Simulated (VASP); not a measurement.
Here is a VASP 6.6.1 calculation.

The input INCAR:

```
SYSTEM = Be16H
ALGO = Fast ; EDIFF = 1E-7
EDIFFG = -0.03 ; ENCUT = 520
GGA = CA ; IBRION = 2
ISIF = 2 ; ISMEAR = -1
LASPH = .True. ; LCHARG = .False.
LREAL = Auto ; LWAVE = .False.
NELM = 100 ; NSW = 80
PREC = Accurate ; SIGMA = 0.05
```

Contents of KPOINTS:

```
k-points
0
Gamma
  5 6 4
  0 0 0
```

The input POSCAR:

```
Be16H
1.0
   -2.2900000000     -3.9663960000      0.0000000000
    3.4350000000     -1.9831980000      0.0000000000
    0.0000000000      0.0000000000      7.1768600000
Be H
16 1
Direct
    0.7500000000      0.5000000000      0.0000000000
    0.5000000000      0.3333333000      0.2500000000
    0.7500000000      0.5000000000      0.5000000000
    0.5000000000      0.3333333000      0.7500000000
    0.5000000000      0.0000000000      0.0000000000
    0.2500000000      0.8333333000      0.2500000000
    0.5000000000      0.0000000000      0.5000000000
    0.2500000000      0.8333333000      0.7500000000
    0.2500000000      0.5000000000      0.0000000000
    0.0000000000      0.3333333000      0.2500000000
    0.2500000000      0.5000000000      0.5000000000
    0.0000000000      0.3333333000      0.7500000000
    0.0000000000      0.0000000000      0.0000000000
    0.7500000000      0.8333333000      0.2500000000
    0.0000000000      0.0000000000      0.5000000000
    0.7500000000      0.8333333000      0.7500000000
   -0.0113339000      0.6527892000      0.6260533000
```

Potentials or basis: VASP PAW LDA potentials, release 64 (Be, H).

The run is started by

```sh
$ cat potpaw_LDA.64/Be/POTCAR potpaw_LDA.64/H/POTCAR > POTCAR
$ mpirun -np 1 vasp_std > vasp.out
```

(1) Predict the energy gained by relaxing.

(2) What does it give for the band gap on the k mesh?

Answers

(1) 4.8 meV/atom.

(2) none (metal or under the smearing width).
